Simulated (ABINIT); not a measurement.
Band structure of BeO (P6_3mc, 4 atoms in the cell).

```
BeO
1.0
    2.71718     0.00000     0.00000
   -1.35859     2.35315     0.00000
    0.00000     0.00000     4.41322
Be O
2 2
Cartesian
  0.00000   1.56877   0.00071
  1.35859   0.78438   2.20731
  0.00000   1.56877   1.66528
  1.35859   0.78438   3.87189
```

Method: PBE, PAW (JTH v2.0 PBE PAW) (plane waves; ABINIT).

Settings: pseudos = [Be.GGA_PBE-JTH.xml, O.GGA_PBE-JTH.xml]; ecut = 24 Ha; pawecutdg = 48 Ha; pawxcdev = 0; ixc = 11; occopt = 1; ngkpt = 9 9 5; nshiftk = 1; shiftk = 0 0 0; potentials = JTH v2.0 PBE PAW; kptopt = 1; nstep = 60; tolvrs1 = 1e-11.

The starting cell comes from a database of computed structures (which also holds hypothetical and non-ambient phases and stackings), without a prior relaxation at this level. Its lattice was rescaled by a random factor within 2.5 % of one.

Predict the gap along the standard path and the places of the band edges.

The gap along the path is 7.40 eV, direct at Γ to within 0.01 eV.

Levels in eV from the top of the valence band on the SCF mesh, bands 7 to 13:
```json
[
 {"point": "Γ", "7": "-0.97", "8": "-0.02", "9": "-0.02", "10": "0.00", "11": "7.40", "12": "11.40", "13": "14.13"},
 {"point": "M", "7": "-3.31", "8": "-2.57", "9": "-1.91", "10": "-0.89", "11": "9.68", "12": "10.11", "13": "13.17"},
 {"point": "K", "7": "-3.57", "8": "-2.80", "9": "-2.36", "10": "-2.36", "11": "9.07", "12": "12.70", "13": "14.29"},
 {"point": "A", "7": "-0.51", "8": "-0.51", "9": "-0.51", "10": "-0.51", "11": "9.65", "12": "9.65", "13": "14.41"},
 {"point": "L", "7": "-1.81", "8": "-1.81", "9": "-1.68", "10": "-1.68", "11": "8.93", "12": "8.93", "13": "14.45"},
 {"point": "H", "7": "-4.30", "8": "-4.30", "9": "-1.25", "10": "-1.25", "11": "11.52", "12": "11.52", "13": "11.93"}
]
```
